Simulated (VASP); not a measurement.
# Ga (Cmce) in VASP: further runs

One crystal, Ga, is run at these levels: LDA; tasks: single point.

All numbers are computed with VASP 6.6.1; they aren't measurements. Logs are shortened: lines on timing, memory, paths and dates and some standing lists are left out, and cuts for length are marked.

**1. The crystal as given**

It takes space group Cmce (No. 64, orthorhombic). Conventional cell: a = 4.436 Å, b = 7.484 Å, c = 4.425 Å, α = 90.00°, β = 90.00°, γ = 90.00°. Around Ga (site symmetry m) lie 7 Ga at 2.45 to 2.74 Å.

**2. Single point, LDA**

INCAR reads:

```
ALGO = Normal ; EDIFF = 1E-7
ENCUT = 520 ; ISIF = 2
ISMEAR = -1 ; LASPH = True
LCHARG = False ; LREAL = False
LWAVE = False ; NBANDS = 34
NELM = 60 ; PREC = Accurate
SIGMA = 0.1
```

KPOINTS reads:

```
k-points
0
Gamma
  3 3 3
```

POSCAR reads:

```
Ga
1.0
    2.2178908173     -3.7419137528      0.0000000000
    2.2178908173      3.7419137528      0.0000000000
    0.0000000000      0.0000000000      4.4249628129
Ga
4
Direct
    0.8443628362      0.1556371638      0.0859373133
    0.6556371638      0.3443628362      0.5859373133
    0.1556371638      0.8443628362      0.9140626867
    0.3443628362      0.6556371638      0.4140626867
```

Potentials or basis: VASP PAW LDA potentials, release 64 (Ga_d).

The run is started by

```bash
$ cat potpaw_LDA.64/Ga_d/POTCAR > POTCAR
$ mpirun -np 1 vasp_std > vasp.out
```

OUTCAR:

```text
EDIFF = 1E-7
   ENCUT = 520
   ISIF = 2
   ISMEAR = -1
   LASPH = True
   LREAL = False
   NELM = 60
   PREC = Accurate

 ion  position               nearest neighbor table
   1  0.844  0.156  0.086-   3 2.45   2 2.62   2 2.62   4 2.65   4 2.65   3 2.74   3 2.74
   2  0.656  0.344  0.586-   4 2.45   1 2.62   1 2.62   3 2.65   3 2.65   4 2.74   4 2.74
   3  0.156  0.844  0.914-   1 2.45   4 2.62   4 2.62   2 2.65   2 2.65   1 2.74   1 2.74
   4  0.344  0.656  0.414-   2 2.45   3 2.62   3 2.62   1 2.65   1 2.65   2 2.74   2 2.74

  LATTYP: Found a base centered orthorhombic cell.
 ALAT       =     4.4357816346
 B/A-ratio  =     1.6871496665
 C/A-ratio  =     0.9975610112

  Lattice vectors:

 A1 = (   2.2178908173,  -3.7419137528,   0.0000000000)
 A2 = (   2.2178908173,   3.7419137528,   0.0000000000)
 A3 = (   0.0000000000,   0.0000000000,   4.4249628129)

Analysis of symmetry for initial positions (statically):
=====================================================================
 Subroutine PRICEL returns:
 Original cell was already a primitive cell.

 Routine SETGRP: Setting up the symmetry group for a
 base centered orthorhombic supercell.

 Subroutine GETGRP returns: Found  8 space group operations
 (whereof  4 operations were pure point group operations)
 out of a pool of  8 trial point group operations.

The static configuration has the point symmetry C_2h.
 The point group associated with its full space group is D_2h.

Analysis of symmetry for dynamics (positions and initial velocities):
=====================================================================
 Subroutine PRICEL returns:
 Original cell was already a primitive cell.

 Routine SETGRP: Setting up the symmetry group for a
 base centered orthorhombic supercell.

 Subroutine GETGRP returns: Found  8 space group operations
 (whereof  4 operations were pure point group operations)
 out of a pool of  8 trial point group operations.

The dynamic configuration has the point symmetry C_2h.
 The point group associated with its full space group is D_2h.

 Subroutine INISYM returns: Found  8 space group operations
 (whereof  4 operations are pure point group operations),
 and found     1 'primitive' translations

----------------------------------------------------------------------------------------

                                     Primitive cell

  volume of cell :      73.4469

[... 73 lines left out ...]
   ENCUT  =  520.0 eV  38.22 Ry    6.18 a.u.   8.09  8.09  8.23*2*pi/ulx,y,z
   NELM   =     60;   NELMIN=  2; NELMDL= -5     # of ELM steps
   EDIFF  = 0.1E-06   stopping-criterion for ELM
   LREAL  =      F    real-space projection
   EDIFFG = 0.1E-05   stopping-criterion for IOM
   NSW    =      0    number of steps for IOM
   IBRION =     -1    ionic relax: 0-MD 1-quasi-New 2-CG
   NFREE  =      0    steps in history (QN), initial steepest desc. (CG)
   ISIF   =      2    stress and relaxation
   ISYM   =      2    0-nonsym 1-usesym 2-fastsym
   POTIM  = 0.5000    time-step for ionic-motion
   TEBEG  =    0.0;   TEEND  =   0.0 temperature during run
   PSTRESS=    0.0 pullay stress
   NELECT =      52.0000    total number of electrons
   NUPDOWN=      -1.0000    fix difference up-down
   EMIN   =  10.00;   EMAX   =-10.00  energy-range for DOS
   EFERMI =   0.00;   METHOD = LEGACY
   ISMEAR =    -1;   SIGMA  =   0.10  broadening in eV -4-tet -1-fermi 0-gaus
   EFERMI_NEDOS =   21; number of points for ismear=-14 and -15
   IALGO  =     38    algorithm
   IMIX   =      4    mixing-type and parameters
     AMIX     =   0.40;   BMIX     =  1.00
     AMIX_MAG =   1.60;   BMIX_MAG =  1.00
  volume/ion in A,a.u.               =      18.36       123.91
  Fermi-wavevector in a.u.,A,eV,Ry     =   1.459099  2.757297 28.966394  2.128970
  Thomas-Fermi vector in A             =   2.575706
   LORBIT       =      0    0 simple, 1 ext, 2 COOP (PROOUT), +10 PAW based schemes
   GGA     = CA    functional components
   LHFCALC =     F    Hartree Fock is set to
   AEXX    =    0.0000 exact exchange contribution
   IVDW    =     0    specifies the selected vdW correction
   LEPSILON=     F    determine dielectric tensor
   LRPA    =     F    only Hartree local field effects (RPA)
 non-spin polarized calculation
  energy-cutoff  :      520.00
  volume of cell :       73.45
 maximum number of plane-waves:      1992
   NGX = 17   NGY = 17   NGZ = 17

 number of electron      52.0000021 magnetization

 Free energy of the ion-electron system (eV)
  ---------------------------------------------------
  ext. energy  EPLUGINS =         0.00000000
  ---------------------------------------------------
  free energy    TOTEN  =       -14.46641859 eV

  energy without entropy =      -14.43391798  energy(sigma->0) =      -14.45016829

 E-fermi :   5.2959     XC(G=0): -11.2995

 val. band max:        5.2357534824   @ k =   0.3333   0.3333   0.0000
 cond. band min:       5.3008663412   @ k =   0.3333   0.3333   0.0000
 fundamental gap:      0.0651128589
 Fermi energy:         5.2959225612

 k-point     1 :       0.0000    0.0000    0.0000
  band No.  band energies     occupation
      1      -9.9756      2.00000
      2      -9.9606      2.00000
      3      -9.9281      2.00000
      4      -9.9152      2.00000
      5      -9.8856      2.00000
      6      -9.8599      2.00000
[... 285 lines left out ...]
     33      13.4393      0.00000
     34      14.0504      0.00000

------------------------ aborting loop because EDIFF is reached ----------------------------------------

  FORCE on cell =-STRESS in cart. coord.  units (eV):
  Direction    XX          YY          ZZ          XY          YZ          ZX
  --------------------------------------------------------------------------------------
  -------------------------------------------------------------------------------------
  Total        0.1906649      1.4604176     -0.6185236      0.0000000      0.0000000      0.0000000
  in kB        4.1591799     31.8576762    -13.4925279      0.0000000      0.0000000      0.0000000
  external PRESSURE =       7.5081094 kB  Pullay stress =       0.0000000 kB

 VOLUME and BASIS-vectors are now :
 -----------------------------------------------------------------------------
  energy-cutoff  :      520.00
  volume of cell :       73.45
      direct lattice vectors                 reciprocal lattice vectors
     2.217890817 -3.741913753  0.000000000     0.225439411 -0.133621466  0.000000000
     2.217890817  3.741913753  0.000000000     0.225439411  0.133621466  0.000000000
     0.000000000  0.000000000  4.424962813     0.000000000  0.000000000  0.225990600

 POSITION                                       TOTAL-FORCE (eV/Angst)
 -----------------------------------------------------------------------------------
      2.21789     -2.57715      0.38027         0.000000      0.137231     -0.020289
      2.21789     -1.16476      2.59275         0.000000     -0.137231     -0.020289
      2.21789      2.57715      4.04469         0.000000     -0.137231      0.020289
      2.21789      1.16476      1.83221         0.000000      0.137231      0.020289
 -----------------------------------------------------------------------------------
    total drift:                                0.000000      0.000000      0.000000

  FREE ENERGIE OF THE ION-ELECTRON SYSTEM (eV)
  ---------------------------------------------------
  free  energy   TOTEN  =       -14.4664185870 eV

  energy  without entropy=      -14.4339179843  energy(sigma->0) =      -14.45016829
```

OSZICAR:

```text
N       E                     dE             d eps       ncg     rms          rms(c)
DAV:   1     0.359822264297E+03    0.35982E+03   -0.25634E+04   576   0.297E+03
DAV:   2     0.311480946502E+02   -0.32867E+03   -0.31932E+03   560   0.540E+02
DAV:   3    -0.132117319240E+02   -0.44360E+02   -0.43900E+02   590   0.154E+02
DAV:   4    -0.146482960571E+02   -0.14366E+01   -0.14160E+01   666   0.307E+01
DAV:   5    -0.146773433506E+02   -0.29047E-01   -0.29040E-01   630   0.458E+00    0.273E+00
DAV:   6    -0.145147055576E+02    0.16264E+00   -0.26410E-01   742   0.713E+00    0.142E+00
DAV:   7    -0.144694137158E+02    0.45292E-01   -0.72218E-02   790   0.266E+00    0.313E-01
DAV:   8    -0.144663697043E+02    0.30440E-02   -0.17596E-02   594   0.142E+00    0.496E-02
DAV:   9    -0.144664390967E+02   -0.69392E-04   -0.11603E-03   672   0.369E-01    0.268E-02
DAV:  10    -0.144664170796E+02    0.22017E-04   -0.23837E-04   624   0.193E-01    0.464E-03
DAV:  11    -0.144664189995E+02   -0.19199E-05   -0.25671E-05   628   0.540E-02    0.405E-03
DAV:  12    -0.144664185150E+02    0.48447E-06   -0.66241E-06   664   0.309E-02    0.370E-04
DAV:  13    -0.144664185870E+02   -0.71963E-07   -0.74462E-07   656   0.609E-03
   1 F= -.14466419E+02 E0= -.14450168E+02  d E =-.325006E-01
```

Wall time 11 s (1 thread of AMD EPYC 9R45 (Zen 5), shared host); peak memory 0.12 GiB.

The run converged, but a check on its numbers failed (symmetry, net force, bounds or a known fault of this set-up), so they aren't taken as properties of the crystal.

Caveat: the k mesh is coarse (spacing up to 0.55 Å⁻¹), so the values aren't converged; the mesh shows a gap though the element is a metal.

**3. Single point, LDA**

INCAR reads:

```
PREC = Accurate
ENCUT = 520
EDIFF = 1E-7
ISMEAR = 1
SIGMA = 0.01
LREAL = F
LASPH = T
NELM = 100
ALGO = Fast
ISIF = 2
LWAVE = F
LCHARG = F
NBANDS = 34
```

KPOINTS reads:

```
regular mesh
0
Gamma
  8 8 7
```

POSCAR is that of step 2.

Potentials or basis: VASP PAW LDA potentials, release 64 (Ga_d).

The run is started by

```bash
$ cat potpaw_LDA.64/Ga_d/POTCAR > POTCAR
$ mpirun -np 1 vasp_std > vasp.out
```

Wall time 2.1 min (1 thread of AMD EPYC 9R45 (Zen 5), shared host); peak memory 0.22 GiB.

The run converged. Its results:

| Item | Value |
| --- | --- |
| Free energy | -14.4218 eV |
| Pressure | 0.2 GPa |
| Largest force | 0.016 eV/Å |
| Band gap on the k mesh | none (metal or under the smearing width) |

Forces in eV/Å, atoms in the order of the input:
```
Ga   0.000 -0.016 -0.002
Ga   0.000  0.016 -0.002
Ga   0.000  0.016  0.002
Ga   0.000 -0.016  0.002
```

Stress tensor (GPa, compression positive):
```
-0.03  0.00  0.00
 0.00  0.26  0.00
 0.00  0.00  0.28
```

Levels at points of the mesh, in eV from the Fermi level:
```
           k point  band 22  band 23  band 24  band 25  band 26  band 27  band 28  band 29  band 30  band 31
(0.00, 0.00, 0.00)    -4.29    -3.91    -1.90    -1.75    -0.80     0.86     0.97     1.09     5.33     5.63
(0.50, 0.00, 0.00)    -8.97    -3.54    -3.54    -1.49    -1.49     0.79     0.79     4.33     4.33     5.54
(0.50, 0.50, 0.00)    -7.57    -4.22    -3.56    -1.71    -1.62     1.08     1.19     3.51     3.94     4.30
```

**4. Single point, LDA**

INCAR reads:

```
PREC = Accurate
ENCUT = 520
EDIFF = 1E-6
ISMEAR = 0
SIGMA = 0.01
LREAL = False
LASPH = True
NELM = 80
ALGO = Fast
ISIF = 2
LWAVE = False
LCHARG = True
GGA = CA
LELF = True
LVHAR = True
NBANDS = 34
```

KPOINTS reads:

```
Automatic mesh
0
Gamma
  8 8 7
```

POSCAR is that of step 3.

Potentials or basis: VASP PAW LDA potentials, release 64 (Ga_d).

The run is started by

```bash
$ cat potpaw_LDA.64/Ga_d/POTCAR > POTCAR
$ mpirun -np 1 vasp_std > vasp.out
```

OUTCAR:

```text
PREC = Accurate
   ENCUT = 520
   EDIFF = 1E-6
   ISMEAR = 0
   LREAL = False
   LASPH = True
   NELM = 80
   ISIF = 2
   GGA = CA

 ion  position               nearest neighbor table
   1  0.844  0.156  0.086-   3 2.45   2 2.62   2 2.62   4 2.65   4 2.65   3 2.74   3 2.74
   2  0.656  0.344  0.586-   4 2.45   1 2.62   1 2.62   3 2.65   3 2.65   4 2.74   4 2.74
   3  0.156  0.844  0.914-   1 2.45   4 2.62   4 2.62   2 2.65   2 2.65   1 2.74   1 2.74
   4  0.344  0.656  0.414-   2 2.45   3 2.62   3 2.62   1 2.65   1 2.65   2 2.74   2 2.74

  LATTYP: Found a base centered orthorhombic cell.
 ALAT       =     4.4357816346
 B/A-ratio  =     1.6871496665
 C/A-ratio  =     0.9975610112

  Lattice vectors:

 A1 = (   2.2178908173,  -3.7419137528,   0.0000000000)
 A2 = (   2.2178908173,   3.7419137528,   0.0000000000)
 A3 = (   0.0000000000,   0.0000000000,   4.4249628129)

Analysis of symmetry for initial positions (statically):
=====================================================================
 Subroutine PRICEL returns:
 Original cell was already a primitive cell.

 Routine SETGRP: Setting up the symmetry group for a
[... 177 lines left out ...]

 val. band max:        5.3858112426   @ k =   0.5000   0.3750   0.1429
 cond. band min:       5.3903616681   @ k =  -0.2500   0.2500   0.4286
 fundamental gap:      0.0045504256
 Fermi energy:         5.3892498755

 k-point     1 :       0.0000    0.0000    0.0000
  band No.  band energies     occupation
      1      -9.9858      2.00000
      2      -9.9782      2.00000
      3      -9.9447      2.00000
      4      -9.9261      2.00000
      5      -9.8964      2.00000
      6      -9.8720      2.00000
[... 877 lines left out ...]
     33      11.3595      0.00000
     34      13.9950      0.00000

 [... further k-points ...]

------------------------ aborting loop because EDIFF is reached ----------------------------------------

  FORCE on cell =-STRESS in cart. coord.  units (eV):
  Direction    XX          YY          ZZ          XY          YZ          ZX
  --------------------------------------------------------------------------------------
  -------------------------------------------------------------------------------------
  Total       -0.0165294      0.1053454      0.1030314      0.0000000      0.0000000      0.0000000
  in kB       -0.3605734      2.2980147      2.2475353      0.0000000      0.0000000      0.0000000
  external PRESSURE =       1.3949922 kB  Pullay stress =       0.0000000 kB

 VOLUME and BASIS-vectors are now :
 -----------------------------------------------------------------------------
  energy-cutoff  :      520.00
  volume of cell :       73.45
      direct lattice vectors                 reciprocal lattice vectors
     2.217890817 -3.741913753  0.000000000     0.225439411 -0.133621466  0.000000000
     2.217890817  3.741913753  0.000000000     0.225439411  0.133621466  0.000000000
     0.000000000  0.000000000  4.424962813     0.000000000  0.000000000  0.225990600

 POSITION                                       TOTAL-FORCE (eV/Angst)
 -----------------------------------------------------------------------------------
      2.21789     -2.57715      0.38027         0.000000     -0.015779     -0.002789
      2.21789     -1.16476      2.59275         0.000000      0.015779     -0.002789
      2.21789      2.57715      4.04469         0.000000      0.015779      0.002789
      2.21789      1.16476      1.83221         0.000000     -0.015779      0.002789
 -----------------------------------------------------------------------------------
    total drift:                                0.000000      0.000000      0.000000

  FREE ENERGIE OF THE ION-ELECTRON SYSTEM (eV)
  ---------------------------------------------------
  free  energy   TOTEN  =       -14.4218671729 eV

  energy  without entropy=      -14.4217018486  energy(sigma->0) =      -14.42178451
```

OSZICAR:

```text
N       E                     dE             d eps       ncg     rms          rms(c)
DAV:   1     0.358094047741E+03    0.35809E+03   -0.25396E+04  5970   0.294E+03
DAV:   2     0.298474362020E+02   -0.32825E+03   -0.31984E+03  5872   0.537E+02
DAV:   3    -0.132505975783E+02   -0.43098E+02   -0.42657E+02  6474   0.153E+02
DAV:   4    -0.146053469294E+02   -0.13547E+01   -0.13485E+01  6628   0.304E+01
DAV:   5    -0.146338680272E+02   -0.28521E-01   -0.28512E-01  7232   0.454E+00    0.275E+00
RMM:   6    -0.144697215081E+02    0.16415E+00   -0.25929E-01  6895   0.516E+00    0.143E+00
RMM:   7    -0.144246111007E+02    0.45110E-01   -0.75791E-02  7596   0.237E+00    0.329E-01
RMM:   8    -0.144215534770E+02    0.30576E-02   -0.15465E-02  7660   0.968E-01    0.391E-02
RMM:   9    -0.144218298655E+02   -0.27639E-03   -0.33422E-03  9477   0.455E-01    0.243E-02
RMM:  10    -0.144218561795E+02   -0.26314E-04   -0.36146E-04  8222   0.151E-01    0.104E-02
RMM:  11    -0.144218653010E+02   -0.91215E-05   -0.11678E-04  8974   0.842E-02    0.454E-03
RMM:  12    -0.144218663353E+02   -0.10344E-05   -0.26128E-05  7468   0.437E-02    0.138E-03
RMM:  13    -0.144218671729E+02   -0.83755E-06   -0.92318E-06  6127   0.217E-02
   1 F= -.14421867E+02 E0= -.14421785E+02  d E =-.165324E-03
```

Wall time 1.8 min (1 thread of AMD EPYC 9R45 (Zen 5), shared host); peak memory 0.23 GiB.

What came out:

```yaml
Free_energy: -14.4219 eV
Pressure: 0.1 GPa
Largest_force: 0.016 eV/Å
Band_gap_on_the_k_mesh: none (metal or under the smearing width)
```

Forces on the atoms (eV/Å):
```
Ga   0.000 -0.016 -0.003
Ga   0.000  0.016 -0.003
Ga   0.000  0.016  0.003
Ga   0.000 -0.016  0.003
```

Levels at points of the mesh, in eV from the Fermi level:
```tsv
k point	band 23	band 24	band 25	band 26	band 27	band 28	band 29	band 30
(0.00, 0.00, 0.00)	-3.91	-1.90	-1.75	-0.80	0.86	0.97	1.09	5.32
(0.50, 0.00, 0.00)	-3.54	-3.54	-1.49	-1.49	0.79	0.79	4.33	4.33
(0.50, 0.50, 0.00)	-4.22	-3.56	-1.71	-1.62	1.08	1.18	3.51	3.94
```

**5. Single point, LDA**

INCAR reads:

```
SYSTEM = Ga
PREC = Accurate
ENCUT = 520
EDIFF = 1E-7
ISMEAR = -1
SIGMA = 0.3
LREAL = .FALSE.
LASPH = .TRUE.
NELM = 100
ALGO = Fast
ISIF = 2
LWAVE = .FALSE.
LCHARG = .TRUE.
GGA = CA
LELF = .TRUE.
LVHAR = .TRUE.
NBANDS = 34
```

KPOINTS reads:

```
regular mesh
0
G
  8 8 7
  0 0 0
```

POSCAR is that of step 4.

The run is started by

```bash
$ cat potpaw_LDA.64/Ga_d/POTCAR > POTCAR
$ mpirun -np 1 vasp_std > vasp.out
```

It took 2.3 min on 1 thread of AMD EPYC 9R45 (Zen 5), shared host; peak memory 0.22 GiB.

Results (log left out):

```
Free energy            : -14.5709 eV
Pressure               : 0.7 GPa
Largest force          : 0.040 eV/Å
Band gap on the k mesh : none (metal or under the smearing width)
```

Forces on the atoms (eV/Å):
```
Ga   0.000  0.038  0.013
Ga   0.000 -0.038  0.013
Ga   0.000 -0.038 -0.013
Ga   0.000  0.038 -0.013
```

Stress tensor (GPa, compression positive):
```
1.05 0.00 0.00
0.00 0.54 0.00
0.00 0.00 0.52
```

Levels at points of the mesh, in eV from the Fermi level:
| k point | band 23 | band 24 | band 25 | band 26 | band 27 | band 28 | band 29 | band 30 |
| --- | --- | --- | --- | --- | --- | --- | --- | --- |
| (0.00, 0.00, 0.00) | -3.89 | -1.88 | -1.73 | -0.80 | 0.87 | 0.98 | 1.10 | 5.34 |
| (0.50, 0.00, 0.00) | -3.53 | -3.53 | -1.48 | -1.48 | 0.80 | 0.80 | 4.34 | 4.34 |
| (0.50, 0.50, 0.00) | -4.21 | -3.54 | -1.69 | -1.61 | 1.09 | 1.19 | 3.52 | 3.95 |

**6. The runs side by side**

```tsv
smearing	further INCAR settings	gap on the mesh (eV)	pressure (GPa)	largest force (eV/Å)
methfessel-paxton 0.01 eV	ALGO = Fast; EDIFF = 1e-07; NBANDS = 34	none	0.2	0.02
gaussian 0.01 eV	ALGO = Fast; EDIFF = 1e-06; NBANDS = 34	none	0.1	0.02
fermi-dirac 0.3 eV	ALGO = Fast; EDIFF = 1e-07; NBANDS = 34	none	0.7	0.04
```

Alike in all rows: task single point; level LDA; potentials or basis VASP PAW LDA potentials, release 64 (Ga_d); no spin polarisation; cell as given; k mesh 8 × 8 × 7; cutoff (eV) 520.

Every run on the cell as given and a fine mesh finds a metal.

Total energies depend on the potentials used, so only differences within one code and one set of settings carry meaning.
